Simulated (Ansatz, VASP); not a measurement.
**One calculation of Pt, two programs**

Contents of INCAR:

```
SYSTEM = Pt
PREC = Accurate
ENCUT = 520
EDIFF = 1E-7
ISMEAR = 0
SIGMA = 0.15
LREAL = .False.
LASPH = .True.
NELM = 100
ALGO = Fast
ISIF = 2
LWAVE = .False.
LCHARG = .False.
GGA = PE
NBANDS = 11
```

KPOINTS

```
regular mesh
0
Gamma
  26 26 26
  0 0 0
```

POSCAR

```
Pt
1.0
    0.0000000000      1.8858023017      1.9354286780
    1.8858023017      0.0000000000      1.9354286780
    1.8858023017      1.8858023017      0.0000000000
Pt
1
Direct
    0.0000000000      0.0000000000      0.0000000000
```

Input for Ansatz:

```yaml
crystal:
  lattice:
    - [0.0, 1.8858023017, 1.935428678]
    - [1.8858023017, 0.0, 1.935428678]
    - [1.8858023017, 1.8858023017, 0.0]
  atoms:
    - { symbol: Pt, position: [0.0, 0.0, 0.0] }
basis:
  ecutwfc: 420
kpoints:
  mp_grid: { grid: [26, 26, 26] }
hamiltonian:
  xc: pbe
scf:
  occupations: { method: gaussian, width: 0.15 }
output:
  forces: true
  stress: true
  eigenvalues: true
```

Change from the starting cell: strain -0.050 along x and y, -0.025 along z, atoms carried along.

Alike in both runs: task single point; functional PBE; k mesh 26 × 26 × 26; occupations gaussian, width 0.15 eV; no spin polarisation.

```csv
,VASP,Ansatz
version,VASP 6.6.1,Ansatz 0.2.0
potentials or method,"VASP PAW PBE potentials, release 64 (Pt)","scalar-relativistic, plane waves, PAW"
plane-wave cutoff (eV),520,420
valence electrons in the cell,10,18
```

Ansatz gave:

```
gap on the k mesh at the Fermi level (eV)       : none
pressure (GPa)                                  : 45.0
largest component of the traceless stress (GPa) : 2.86
```

Q: Estimate VASP's values.

A: gap on the k mesh at the Fermi level (eV): none; pressure (GPa): 44.4; largest component of the traceless stress (GPa): 2.84.

A gap of «none» marks a metal or a gap that the smearing closes. The two sets of potentials don't hold the same shells in valence.

Caveats: so large a pressure means that the cell lies far from this level's equilibrium, or that cutoff or potentials fall short (VASP). The runs have no spin-orbit coupling, so splittings on Pt are missing.
